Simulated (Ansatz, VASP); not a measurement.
# Two plane-wave programs on Sb

```
Sb
1.0
     3.16000    0.00000    0.00000
     0.00000    3.16000    0.00000
     0.00000    0.00000    3.16000
Sb
1
Direct
  0.00000 0.00000 0.00000
```

This isn't the form of Sb at room conditions, which is rhombohedral.

Alike in both runs: task relaxation of cell and atoms; functional B3LYP; k mesh 4 × 4 × 4; occupations fermi-dirac, width 0.05 eV; no spin polarisation.

|  | VASP | Ansatz |
| --- | --- | --- |
| version | VASP 6.6.1 | Ansatz 0.2.0 |
| potentials or method | VASP PAW PBE potentials, release 64 (Sb) | Ansatz PAW |
| plane-wave cutoff (eV) | 600 | 420 |
| valence electrons in the cell | 5 | 15 |

|  | VASP | Ansatz | Ansatz less VASP |
| --- | --- | --- | --- |
| gap on the k mesh at the Fermi level, each at its own relaxed structure (eV) | none | none | - |
| relaxed volume (Å³/atom) | 30.22 | 30.52 | +0.303 |
| relaxed cell length with the largest relative difference (Å) | 3.115 | 3.125 | +0.0104 |
| energy change over the relaxation (meV/atom) | -9 | -5 | +3.6 |

A gap of «none» marks a metal or a gap that the smearing closes. The two sets of potentials don't hold the same shells in valence.

Caveats: the k mesh is coarse (spacing up to 0.50 Å⁻¹), so the values aren't converged, least of all with exact exchange; the PAW data sets were made with another functional, which shifts forces and pressure a little (VASP); the plane-wave basis is chosen anew once the cell has moved, so the energies of steps on either side of that aren't comparable (Ansatz); the PAW data sets come from PBE, with cores solved anew for the run's functional, which leaves a small shift of forces and pressure (Ansatz). Spin-orbit coupling is left out, which matters for the levels of Sb.
